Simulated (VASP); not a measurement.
# Sb in VASP: notebook

The runs below take Sb through single point, with PBEsol.

All numbers are computed with VASP 6.6.1; they aren't measurements. Logs are shortened: lines on timing, memory, paths and dates and some standing lists are left out, and cuts for length are marked.

**1. Starting point**

The cell holds a slab with vacuum, 1 atom: a = 3.355 Å, b = 3.355 Å, c = 12.000 Å, α = 90.00°, β = 90.00°, γ = 120.00°.

The slab is cut from a database's or a generator's crystal, which needn't be the stable form of the element.

**2. Single point, PBEsol**

Contents of INCAR:

```
PREC = Accurate ; ENCUT = 400
EDIFF = 0.001 ; ISMEAR = 1
SIGMA = 0.1 ; LREAL = F
LASPH = T ; NELM = 120
ALGO = Normal ; ISIF = 2
LWAVE = F ; LCHARG = F
LDIPOL = T ; IDIPOL = 3
DIPOL = 0.5 0.5 0.500 ; GGA = PS
NBANDS = 12 ; LVHAR = T
LVACPOTAV = T
```

Contents of KPOINTS:

```
Automatic mesh
0
Gamma
  14 14 1
```

Contents of POSCAR:

```
Sb
1.0
    3.3545324200      0.0000000000      0.0000000000
   -1.6772662100      2.9051102900      0.0000000000
    0.0000000000      0.0000000000     12.0000000000
Sb
1
Direct
    0.6666666667      0.3333333333      0.5000000000
```

Potentials or basis: VASP PAW PBE potentials, release 64 (Sb).

The run is started by

```console
$ cat potpaw_PBE.64/Sb/POTCAR > POTCAR
$ mpirun -np 1 vasp_std > vasp.out
```

OUTCAR:

```text
PREC = Accurate
   ENCUT = 400
   EDIFF = 0.001
   ISMEAR = 1
   LREAL = F
   LASPH = T
   NELM = 120
   ISIF = 2
   GGA = PS

 Found     24 irreducible k-points:

 Following reciprocal coordinates:
            Coordinates               Weight
  0.000000  0.000000  0.000000      1.000000
  0.071429  0.000000  0.000000      6.000000
  0.142857  0.000000  0.000000      6.000000
  0.214286  0.000000  0.000000      6.000000
  0.285714  0.000000  0.000000      6.000000
  0.357143  0.000000  0.000000      6.000000
   k-points           NKPTS =     24   k-points in BZ     NKDIM =     24   number of bands    NBANDS=     12
   number of dos      NEDOS =    301   number of ions     NIONS =      1
   total plane-waves  NPLWV =  46080
   dimension x,y,z NGX =    24 NGY =   24 NGZ =   80
   dimension x,y,z NGXF=    48 NGYF=   48 NGZF=  160
   ions per type =               1
   NGX,Y,Z   is equivalent  to a cutoff of  11.89, 11.89, 11.08 a.u.
   NGXF,Y,Z  is equivalent  to a cutoff of  23.79, 23.79, 22.17 a.u.
 SYSTEM =  unknown system
   PREC   = accura    normal or accurate (medium, high low for compatibility)
   ISTART =      0    job   : 0-new  1-cont  2-samecut
   ICHARG =      2    charge: 1-file 2-atom 10-const
   ISPIN  =      1    spin polarized calculation?
   LNONCOLLINEAR =      F non collinear calculations
   LSORBIT =      F    spin-orbit coupling
   LASPH  =      T    aspherical Exc in radial PAW
   ENCUT  =  400.0 eV  29.40 Ry    5.42 a.u.   5.47  5.47 19.57*2*pi/ulx,y,z
   NELM   =    120;   NELMIN=  2; NELMDL= -5     # of ELM steps
   EDIFF  = 0.1E-02   stopping-criterion for ELM
   LREAL  =      F    real-space projection
   EDIFFG = 0.1E-01   stopping-criterion for IOM
   NSW    =      0    number of steps for IOM
   IBRION =     -1    ionic relax: 0-MD 1-quasi-New 2-CG
   NFREE  =      0    steps in history (QN), initial steepest desc. (CG)
   ISIF   =      2    stress and relaxation
   ISYM   =      2    0-nonsym 1-usesym 2-fastsym
   POTIM  = 0.5000    time-step for ionic-motion
   TEBEG  =    0.0;   TEEND  =   0.0 temperature during run
   PSTRESS=    0.0 pullay stress
   NELECT =       5.0000    total number of electrons
   NUPDOWN=      -1.0000    fix difference up-down
   EMIN   =  10.00;   EMAX   =-10.00  energy-range for DOS
   EFERMI =   0.00;   METHOD = LEGACY
   ISMEAR =     1;   SIGMA  =   0.10  broadening in eV -4-tet -1-fermi 0-gaus
   EFERMI_NEDOS =   21; number of points for ismear=-14 and -15
   IALGO  =     38    algorithm
   IMIX   =      4    mixing-type and parameters
     AMIX     =   0.40;   BMIX     =  1.00
     AMIX_MAG =   1.60;   BMIX_MAG =  1.00
  volume/ion in A,a.u.               =     116.94       789.17
  Fermi-wavevector in a.u.,A,eV,Ry     =   0.572453  1.081779  4.458656  0.327702
  Thomas-Fermi vector in A             =   1.613332
   LORBIT       =      0    0 simple, 1 ext, 2 COOP (PROOUT), +10 PAW based schemes
   GGA     = PS    functional components
   LHFCALC =     F    Hartree Fock is set to
   AEXX    =    0.0000 exact exchange contribution
   IVDW    =     0    specifies the selected vdW correction
   LEPSILON=     F    determine dielectric tensor
   LRPA    =     F    only Hartree local field effects (RPA)
 non-spin polarized calculation
 Methfessel and Paxton  Order N= 1 SIGMA  =   0.10
  energy-cutoff  :      400.00
  volume of cell :      116.94
 maximum number of plane-waves:      2177
 NGX is ok and might be reduce to    24
   NGX = 11   NGY = 11   NGZ = 39

 number of electron       5.0000000 magnetization

 dipolmoment           0.000000      0.000000     -0.000000 electrons x Angstroem

 Free energy of the ion-electron system (eV)
  ---------------------------------------------------
  ext. energy  EPLUGINS =         0.00000000
  ---------------------------------------------------
  free energy    TOTEN  =        -3.60254673 eV

  energy without entropy =       -3.60209187  energy(sigma->0) =       -3.60239511

 E-fermi :  -1.8897     XC(G=0):  -3.7330

 val. band max:       -1.9090641422   @ k =   0.3571   0.0714   0.0000
 cond. band min:      -1.8004104212   @ k =   0.2143   0.0714   0.0000
 fundamental gap:      0.1086537210
 Fermi energy:        -1.8896818376

 k-point     1 :       0.0000    0.0000    0.0000
  band No.  band energies     occupation
      1     -12.6787      2.00000
      2      -4.1916      2.00000
      3       1.6551      0.00000
      4       3.2614      0.00000
      5       3.2614      0.00000
      6       3.3397      0.00000
      7       3.6828      0.00000
      8       7.8043      0.00000
      9       7.9919      0.00000
     10       8.9357      0.00000
     11       8.9357      0.00000
     12       9.0153      0.00000

 k-point     2 :       0.0714    0.0000    0.0000
  band No.  band energies     occupation
      1     -12.5922      2.00000
      2      -4.1058      2.00000
      3       1.7442      0.00000
      4       2.5079      0.00000
      5       3.0409      0.00000
      6       3.4264      0.00000
      7       3.7725      0.00000
      8       7.8704      0.00000
      9       7.9294      0.00000
     10       8.2573      0.00000
     11       9.2737      0.00000
     12       9.4998      0.00000

 k-point     3 :       0.1429    0.0000    0.0000
  band No.  band energies     occupation
      1     -12.3345      2.00000
      2      -3.8516      2.00000
      3       0.9021      0.00000
      4       2.0124      0.00000
      5       2.5147      0.00000
      6       3.6832      0.00000
      7       4.0403      0.00000
      8       6.9791      0.00000
      9       7.9933      0.00000
     10       8.5774      0.00000
     11       9.6337      0.00000
     12      10.1505      0.00000

 k-point     4 :       0.2143    0.0000    0.0000
  band No.  band energies     occupation
      1     -11.9114      2.00000
      2      -3.4397      2.00000
      3      -0.8963     -0.00000
      4       1.9014      0.00000
      5       2.4586      0.00000
      6       4.0928      0.00000
      7       4.4863      0.00000
      8       6.2145      0.00000
      9       7.4224      0.00000
     10       8.9794      0.00000
     11       9.0349      0.00000
     12      11.3617      0.00000

 k-point     5 :       0.2857    0.0000    0.0000
  band No.  band energies     occupation
      1     -11.3385      2.00000
      2      -2.8939      2.00000
      3      -2.6368      2.00000
      4       1.3404      0.00000
      5       3.0832      0.00000
      6       4.5436      0.00000
      7       5.1093      0.00000
      8       5.6395      0.00000
      9       6.1689      0.00000
     10       9.3804      0.00000
     11       9.6375      0.00000
     12      10.5442      0.00000

 k-point     6 :       0.3571    0.0000    0.0000
  band No.  band energies     occupation
      1     -10.6565      2.00000
      2      -4.1896      2.00000
      3      -2.2678      2.00000
      4       0.9041      0.00000
      5       3.8858      0.00000
      6       4.2183      0.00000
      7       5.2320      0.00000
      8       5.9163      0.00000
      9       5.9324      0.00000
     10       8.8766      0.00000
     11       9.8161      0.00000
     12      10.4303      0.00000

 [... further k-points ...]
[... 5 lines left out ...]
  --------------------------------------------------------------------------------------
  -------------------------------------------------------------------------------------
  Total       -2.6776437     -2.6776437      0.0514167      0.0000000      0.0000000     -0.0000000
  in kB      -36.6849145    -36.6849144      0.7044315      0.0000000      0.0000000     -0.0000000
  external PRESSURE =     -24.2217991 kB  Pullay stress =       0.0000000 kB

 VOLUME and BASIS-vectors are now :
 -----------------------------------------------------------------------------
  energy-cutoff  :      400.00
  volume of cell :      116.94
      direct lattice vectors                 reciprocal lattice vectors
     3.354532420  0.000000000  0.000000000     0.298104139  0.172110505  0.000000000
    -1.677266210  2.905110290  0.000000000     0.000000000  0.344221011  0.000000000
     0.000000000  0.000000000 12.000000000     0.000000000  0.000000000  0.083333333

 POSITION                                       TOTAL-FORCE (eV/Angst)
 -----------------------------------------------------------------------------------
      1.67727      0.96837      6.00000        -0.000000      0.000000      0.000000
 -----------------------------------------------------------------------------------
    total drift:                               -0.000000      0.000000     -0.000000

  FREE ENERGIE OF THE ION-ELECTRON SYSTEM (eV)
  ---------------------------------------------------
  free  energy   TOTEN  =        -3.6025467310 eV

  energy  without entropy=       -3.6020918740  energy(sigma->0) =       -3.60239511

 vacuum level on the upper side and lower side of the slab         3.033         3.033
```

Wall time 5.5 s (1 thread of Intel Xeon 6975P-C (Granite Rapids), shared host); peak memory 0.19 GiB.

The run converged, but some of its settings lie outside the range that counts as converged, so its numbers aren't taken as properties of the slab.

What came out:

| Quantity | Value |
| --- | --- |
| Free energy | -3.6025 eV |
| Band gap on the k mesh | none (metal or under the smearing width) |
| Work function of the upper face | 4.92 eV |
| Work function of the lower face | 4.92 eV |

Caveat: the PAW data sets were made with another functional, which shifts forces and pressure a little.

**3. Single point, PBEsol**

This run uses another cell than the first one, of 146.18 Å³/atom, 1.250 times its volume.

Changes to INCAR since step 2:

```diff
@@ -1,3 +1,3 @@
 PREC = Accurate ; ENCUT = 400
-EDIFF = 0.001 ; ISMEAR = 1
+EDIFF = 1E-7 ; ISMEAR = 1
 SIGMA = 0.1 ; LREAL = F
```

KPOINTS is that of step 2.

Changes to POSCAR since step 2:

```diff
@@ -4,3 +4,3 @@
    -1.6772662100      2.9051102900      0.0000000000
-    0.0000000000      0.0000000000     12.0000000000
+    0.0000000000      0.0000000000     15.0000000000
 Sb
```

Potentials or basis: VASP PAW PBE potentials, release 64 (Sb).

The run is started by

```console
$ cat potpaw_PBE.64/Sb/POTCAR > POTCAR
$ mpirun -np 1 vasp_std > vasp.out
```

Run time: 15 s. Hardware: 1 thread of Intel Xeon 6975P-C (Granite Rapids), shared host; peak memory 0.22 GiB.

The run converged, but some of its settings lie outside the range that counts as converged, so its numbers aren't taken as properties of the slab.

What came out:

```yaml
Free_energy: -3.6026 eV
Band_gap_on_the_k_mesh: none (metal or under the smearing width)
Work_function_of_the_upper_face: 4.91 eV
Work_function_of_the_lower_face: 4.91 eV
```

Caveat: the PAW data sets were made with another functional, which shifts forces and pressure a little.

**4. Single point, PBEsol**

INCAR is that of step 3.

Contents of KPOINTS:

```
Automatic mesh
0
Gamma
  17 17 1
```

Changes to POSCAR since step 3:

```diff
@@ -4,3 +4,3 @@
    -1.6772662100      2.9051102900      0.0000000000
-    0.0000000000      0.0000000000     15.0000000000
+    0.0000000000      0.0000000000     12.0000000000
 Sb
```

The run is started by

```console
$ cat potpaw_PBE.64/Sb/POTCAR > POTCAR
$ mpirun -np 1 vasp_std > vasp.out
```

Wall time 14 s (1 thread of Intel Xeon 6975P-C (Granite Rapids), shared host); peak memory 0.19 GiB.

The run converged, but some of its settings lie outside the range that counts as converged, so its numbers aren't taken as properties of the slab.

Results:

| Property | Result |
| --- | --- |
| Free energy | -3.5881 eV |
| Band gap on the k mesh | none (metal or under the smearing width) |
| Work function of the upper face | 4.79 eV |
| Work function of the lower face | 4.79 eV |

Caveat: the PAW data sets were made with another functional, which shifts forces and pressure a little.
